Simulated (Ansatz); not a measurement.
# BaTiO3: pressure against volume

The task here is to estimate one member of a computed series from the others.

Program: Ansatz 0.2.0. Level of theory: DFT PBE, scalar-relativistic. These are calculated values, not measurements.

## The starting structure

The structure is tetragonal, space group P4/mmm (No. 123). The conventional cell has a = 4.000 Å, b = 4.000 Å, c = 4.018 Å, α = 90.00°, β = 90.00°, γ = 90.00°. Ba (site symmetry 4/mmm) has 12 O at 2.83 Å as nearest neighbours. Around Ti (site symmetry 4/mmm) lie 6 O at 2.00 to 2.01 Å. O (site symmetry 4/mmm) is surrounded by 2 Ti at 2.01 Å and 4 Ba at 2.83 Å. O (site symmetry mmm) is surrounded by 2 Ti at 2.00 Å and 4 Ba at 2.83 Å.

Structure file:

```
Ba Ti O
1.0
     3.99980    0.00000    0.00000
     0.00000    3.99980    0.00000
     0.00000    0.00000    4.01800
Ba Ti O
1 1 3
Direct
  0.00000 0.00000 0.00000
  0.50000 0.50000 0.50000
  0.50000 0.50000 0.00000
  0.50000 0.00000 0.50000
  0.00000 0.50000 0.50000
```

Atoms are numbered in the order of the input: Ba1, Ti2, O3, O4, O5.

Set-up of the first run:

Contents of input.yaml:

```yaml
crystal:
  lattice:
    - [3.9181485176, 0.0, 0.0]
    - [0.0, 3.9181485176, 0.0]
    - [0.0, 0.0, 3.9359769848]
  atoms:
    - { symbol: Ba, position: [0.0, 0.0, 0.0] }
    - { symbol: Ti, position: [0.5, 0.5, 0.5] }
    - { symbol: O, position: [0.5, 0.5, 0.0] }
    - { symbol: O, position: [0.5, 0.0, 0.5] }
    - { symbol: O, position: [0.0, 0.5, 0.5] }
kpoints:
  mp_grid: { grid: [7, 7, 7] }
  band_path:
    path:
      - [0.0, 0.0, 0.0]
      - [0.0, 0.5, 0.0]
      - [0.5, 0.5, 0.0]
      - [0.0, 0.0, 0.0]
      - [0.0, 0.0, 0.5]
      - [0.0, 0.5, 0.5]
      - [0.5, 0.5, 0.5]
      - [0.0, 0.0, 0.5]
      - [0.0, 0.5, 0.0]
    npoints: 5
scf:
  occupations: { method: fermi_dirac, width: 0.03 }
hamiltonian:
  xc: pbe
  pseudopotentials: { kind: all_electron, lapw: { basis_error: 0.001 } }
output:
  forces: true
  stress: true
  eigenvalues: true
```

The run is started by

```
> ansatz run input.yaml --threads 2 --pin off --max-ram 6144MiB --backend cpu --events-out ev --progress --plain --runs-dir out
```

Steps of the session up to this table: Volume × 0.94, LAPW; Volume × 0.94, PAW; Volume × 0.94, crystal datasets; Volume × 0.98, LAPW; Volume × 0.98, PAW; Volume × 0.98, crystal datasets; Volume × 1.01, LAPW; Volume × 1.01, PAW; Volume × 1.01, crystal datasets; Volume × 1.04, LAPW; Volume × 1.04, PAW; Volume × 1.04, crystal datasets.

One of the session's tables, all rows but one given; the rest of the session is left out.

| method | volume (Å³/atom) | pressure (GPa) | gap on the k mesh (eV) |
| --- | --- | --- | --- |
| LAPW | 12.085 | 13.77 | 1.96 |
| LAPW | 12.599 | 5.29 | 1.90 |
| LAPW | 12.985 | 0.03 | 1.84 |
| LAPW | 13.371 | -4.43 | 1.77 |
| PAW | 12.085 | ? | ? |
| PAW | 12.599 | 5.28 | 1.91 |
| PAW | 12.985 | 0.02 | 1.84 |
| PAW | 13.371 | -4.45 | 1.78 |
| crystal datasets | 12.085 | 13.77 | 1.96 |
| crystal datasets | 12.599 | 5.29 | 1.90 |
| crystal datasets | 12.985 | 0.03 | – |
| crystal datasets | 13.371 | -4.43 | 1.77 |

Estimate the missing values for PAW, 12.085.

As computed: pressure (GPa): 13.78; gap on the k mesh (eV): 1.97. In the column «pressure (GPa)» it is the highest.

Caveats from the session: Shape and positions are held, so a fully relaxed modulus can be lower. Warnings in the runs' records: gradients without spin orbit, crystal datasets made, printed levels off.
